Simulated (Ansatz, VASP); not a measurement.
BAs: VASP beside Ansatz

```
B As
1.0
     2.12755    0.00000    0.00000
     0.00000    3.17406    0.00000
     0.00000    0.00000    4.95098
B As
1 1
Direct
  0.00000 0.50000 0.00000
  0.50000 0.50000 0.50000
```

The cell was built by a generator and needn't be a form met in nature.

Alike in both runs: task relaxation of cell and atoms; functional PBE; dispersion D3(BJ); k mesh 12 × 8 × 6; occupations fermi-dirac, width 0.05 eV; no spin polarisation.

|  | VASP | Ansatz |
| --- | --- | --- |
| version | VASP 6.6.1 | Ansatz 0.2.0 |
| potentials or method | VASP PAW PBE potentials, release 64 (B, As) | Ansatz PAW |
| plane-wave cutoff (eV) | 600 | 420 |
| valence electrons in the cell | 8 | 18 |

Ansatz gave:

```
gap on the k mesh at the Fermi level, each at its own relaxed structure (eV) : none
relaxed volume (Å³/atom)                                                     : 12.52
relaxed cell length with the largest relative difference (Å)                 : 3.131
energy change over the relaxation (meV/atom)                                 : -1150
```

Task: What did VASP give for the same quantities?

Result: gap on the k mesh at the Fermi level, each at its own relaxed structure (eV): none; relaxed volume (Å³/atom): 12.57; relaxed cell length with the largest relative difference (Å): 3.135; energy change over the relaxation (meV/atom): -1155.

A gap of «none» marks a metal or a gap that the smearing closes. The two sets of potentials don't hold the same shells in valence.

Caveats: the volume moved by over 15 % at a fixed basis, so the end points are rough; the plane-wave basis is chosen anew once the cell has moved, so the energies of steps on either side of that aren't comparable (Ansatz).
